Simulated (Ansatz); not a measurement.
The cell is a measured one (Crystallography Open Database entry 9011002); the temperature and pressure of the measurement aren't taken into account, and nothing was relaxed.

An input for Na: DFT, PBE, all-electron LAPW, scalar-relativistic (Ansatz 0.2.0).

Command: `ansatz run input.yaml --threads 1 --pin off --max-ram 3072MiB --backend cpu --events-out ev --progress --plain --runs-dir out` The run took 3.7 s on 1 thread of Arm Neoverse V1, with other jobs on the host, peak memory 0.21 GiB.

```yaml
crystal:
  lattice:
    - [-2.1175, 2.1175, 2.1175]
    - [2.1175, -2.1175, 2.1175]
    - [2.1175, 2.1175, -2.1175]
  atoms:
    - { symbol: Na, position: [0.0, 0.0, 0.0] }
kpoints:
  mp_grid: { grid: [12, 12, 12] }
  band_path:
    path:
      - [0.0, 0.0, 0.0]
      - [0.5, -0.5, 0.5]
      - [0.0, 0.0, 0.5]
      - [0.0, 0.0, 0.0]
      - [0.25, 0.25, 0.25]
      - [0.5, -0.5, 0.5]
      - [0.25, 0.25, 0.25]
      - [0.0, 0.0, 0.5]
    npoints: 14
scf:
  occupations: { method: fermi_dirac, width: 0.05 }
hamiltonian:
  xc: pbe
  pseudopotentials: { kind: all_electron, lapw: { basis_error: 0.00025 } }
output:
  forces: true
  stress: true
  eigenvalues: true
  populations: true
  dos: { projected: true, de: 0.2, e_range: [-14, 8] }
```

Set-up and iterations as logged by Ansatz (the results part is left out, to be predicted):

```
Na: projections on atomic orbitals take those of the free atom 1s2 2s2 2p6 3s1, of charge +0.00 (hamiltonian.pseudopotentials.projection_atoms)
LAPW: plane waves up to 5.018 Å⁻¹, error target 2.5e-4 eV per atom; small_component_spin mean_spin; Na in spheres of 1.834 Å, 9 of its electrons in bands, Dirac shells []
Engine: ansatz 0.2.0
Pseudopotentials: kind: all_electron
Pseudopotential: Na, LAPW, valence charge 9, Koelling and Harmon's equation, gaussian nucleus
Functional definition: PBE
  parameter kappa = 0.804
  parameter beta = 0.06672455060314922
  exchange = pbe_x(kappa = kappa, mu = beta*pi^2/3)
  correlation = pbe_c(beta = beta)
Crystal: 1 atoms, lattice volume = 37.978 Å³
Basis set: ecut = 95.92039872370428 eV, 79 PW (Γ), exchange–correlation at level 2
Bands: 9, of which v1, the nominal top of the filled ones, is band 5 counted from 1 (4 counted from 0)
Symmetry: 48 space group operations
Space group: Im-3m (ITA 229), of the structure as read, at distance tolerance 3.4e-5 Å
k-points: 72 of 1728
Non-local potential: Na, projectors of the file, none
Initial density: superposition of atomic densities (chi_scale 0.1, normalization cell)
Initial wavefunctions: plane waves of lowest kinetic energy (no species holds an atomic orbital)
Functional: x = pbe(κ = 0.804, μ = 0.2195149727645171), c = pbe(β = 0.06672455060314922)
iter 1 solved again at ethr=2.22e-5 eV; its pass at ethr=1.00e-1 eV (dr2=2.00e-3 eV) is discarded
SCF iter   1: F=—  HF=-4420.073284 eV  |F-HF|=—  |Δ(HF+E_count)|=         —  Δρ=2.03e-3  dr2=2.00e-3  ethr=2.22e-5  ⟨swp⟩=4.0  Hψ=5354  notcnv=0
SCF iter   2: F=—  HF=-4420.072597 eV  |F-HF|=—  |Δ(HF+E_count)|=   6.88e-4  Δρ=1.38e-3  dr2=1.04e-3  ethr=2.22e-5  ⟨swp⟩=2.0  Hψ=1866  notcnv=0
SCF iter   3: F=—  HF=-4420.072755 eV  |F-HF|=—  |Δ(HF+E_count)|=   1.59e-4  Δρ=5.56e-4  dr2=2.12e-4  ethr=1.15e-5  ⟨swp⟩=2.0  Hψ=1866  notcnv=0
SCF iter   4: F=—  HF=-4420.072760 eV  |F-HF|=—  |Δ(HF+E_count)|=   4.25e-6  Δρ=3.27e-4  dr2=7.87e-5  ethr=2.36e-6  ⟨swp⟩=2.0  Hψ=1866  notcnv=0
iter 5 solved again at ethr=1.27e-8 eV; its pass at ethr=8.75e-7 eV (dr2=1.14e-6 eV) is discarded
SCF iter   5: F=—  HF=-4420.072812 eV  |F-HF|=—  |Δ(HF+E_count)|=   5.21e-5  Δρ=4.31e-5  dr2=1.14e-6  ethr=1.27e-8  ⟨swp⟩=2.0  Hψ=3148  notcnv=0
SCF iter   6: F=-4420.072812 eV  HF=-4420.072812 eV  |F-HF|=2.00e-8  |Δ(HF+E_count)|=   1.13e-7  Δρ=1.04e-5  dr2=4.05e-8  ethr=1.27e-8  ⟨swp⟩=2.0  Hψ=1866  notcnv=0
```

Question: What pressure will this run report?

Answer: -0.18 GPa (positive in compression).

Question: Is there a band gap?

Answer: none: with an odd electron count and no spin polarisation the bands can't all be full, a metal in this set-up (spin order or a larger cell could open a gap).
